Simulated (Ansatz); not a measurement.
**Al2O3: a line through an energy map**

One line of a two-coordinate grid on Al2O3 (R-3c, No. 167; 10 atoms in the cell): c/a of the conventional cell at fixed volume is varied, at shift of Al1 along [0 0 1] = 0.10 Å.

Program: Ansatz 0.2.0. Level of theory: DFT PBEsol, scalar-relativistic, plane waves, PAW. These are calculated values, not measurements.

16 further runs of the same task are left out: 16 set aside as unsound or not needed. Runs told in other sessions of the task aren't counted.

### Step 1. The starting structure

Symmetry: R-3c, No. 167, trigonal system. Conventional cell: a = 4.773 Å, b = 4.773 Å, c = 13.013 Å, α = 90.00°, β = 90.00°, γ = 120.00°. Al (site symmetry 3) has 6 O at 1.86 to 1.97 Å in its first shell of neighbours. O (site symmetry 2) is surrounded by 4 Al at 1.86 to 1.97 Å.

As a file:

```xyz
10
Lattice="2.3866 1.3779 4.3377 -2.3866 1.3779 4.3377 0.0000 -2.7559 4.3377" Properties=species:S:1:pos:R:3 pbc="T T T"
Al    0.0000    0.0000   11.0877
Al    0.0000    0.0000    8.4321
Al    0.0000    0.0000    1.9255
Al    0.0000    0.0000    4.5811
O    -0.9267   -1.3779    5.4221
O     1.6567   -0.1136    5.4221
O    -0.7300    1.4915    5.4221
O     0.9267    1.3779    7.5910
O    -1.6567    0.1136    7.5910
O     0.7300   -1.4915    7.5910
```

This cell was relaxed beforehand with the same method: volume 8.56 Å³/atom, gap on the mesh 6.04 eV.

### Step 2. What is varied

Atoms count from 1 in the order of the input.

The energy is mapped over a free internal coordinate and the cell.

First coordinate, shift of Al1 along [0 0 1], its symmetry partners moved as symmetry demands (measured in the relaxed cell): 7 values from −0.15 Å. Second coordinate, c/a of the conventional cell at fixed volume: 7 values from 2.181 to 3.272.

Nothing else is relaxed (all other coordinates fixed). Energies count from the relaxed crystal. Points are written as (first, second).

### Step 3. Point (0.10 Å, 2.363)

input.yaml reads:

```yaml
crystal:
  lattice:
    - [2.5032663946, 1.4452615268, 3.9429783403]
    - [-2.5032663946, 1.4452615268, 3.9429783403]
    - [0.0, -2.8905230535, 3.9429783403]
  atoms:
    - { symbol: Al, position: [0.8597195797, 0.8597195797, 0.8597195797] }
    - { symbol: Al, position: [0.6402804203, 0.6402804203, 0.6402804203] }
    - { symbol: Al, position: [0.1402804203, 0.1402804203, 0.1402804203] }
    - { symbol: Al, position: [0.3597195797, 0.3597195797, 0.3597195797] }
    - { symbol: O, position: [0.0558571577, 0.4441428423, 0.75] }
    - { symbol: O, position: [0.75, 0.0558571577, 0.4441428423] }
    - { symbol: O, position: [0.4441428423, 0.75, 0.0558571577] }
    - { symbol: O, position: [0.9441428423, 0.5558571577, 0.25] }
    - { symbol: O, position: [0.25, 0.9441428423, 0.5558571577] }
    - { symbol: O, position: [0.5558571577, 0.25, 0.9441428423] }
basis:
  ecutwfc: 520.0
kpoints:
  mp_grid: { grid: [6, 6, 6] }
hamiltonian:
  xc: pbesol
  pseudopotentials: { kind: paw, azcp: { folder: soft_1 } }
scf:
  occupations: { method: gaussian, width: 0.05 }
output:
  forces: true
  stress: true
  eigenvalues: true
  write_density: true
  write_potential: true
  elf: true
  volumetric_format: npy
```

Run with:

```console
> ansatz run input.yaml --threads 2 --pin off --max-ram 4096MiB --backend cpu --events-out ev --progress --plain --runs-dir out
```

Further runs follow: the other points of the line.

Q: Predict the outcome of this session. Wanted: for each run, c/a of the conventional cell at fixed volume; energy; slope; pressure; largest force on an atom.

The runs gave:

| c/a of the conventional cell at fixed volume | step | energy (meV/atom) | slope (meV/atom per unit) | pressure (GPa) | band gap on the k-mesh (eV) | largest force on an atom (eV/Å) |
| --- | --- | --- | --- | --- | --- | --- |
| 2.181 | – | 285 | −1115 | −2.0 | 3.39 | 0.35 |
| 2.363 | 3 | 126 | −650 | −1.5 | 4.34 | 0.54 |
| 2.545 | – | 45 | −252 | −0.2 | 5.15 | 1.10 |
| 2.726 | 4 | 31 | 90 | 1.9 | 5.79 | 1.49 |
| 2.908 | 5 | 75 | 383 | 4.4 | 5.70 | 1.72 |
| 3.090 | 6 | 168 | 633 | 7.5 | 5.23 | 1.80 |
| 3.272 | 7 | 303 | 847 | 10.9 | 4.52 | 1.75 |

Energies count from the relaxed crystal. Rows without a step come from runs not printed here or follow by symmetry. Slopes come from the forces (and the stress, where the cell changes), not from differences of energies.

What this shows: Of the points computed the energy is lowest at 2.726, 31 meV/atom from the zero. A fit to energies and slopes at the lowest point and its two neighbours puts the minimum at 2.6754, with a curvature of about 1800 meV/atom per (unit)². The highest point computed, at 3.272, lies 272 meV/atom above the lowest. This is one cut through a surface in two coordinates; the map's lowest point lies off it. With the other coordinates free, the energies away from the reference would be the same or lower.

The gaps are Kohn-Sham values of a semilocal functional, not quasiparticle or optical gaps. Such gaps usually fall short of the measured ones.
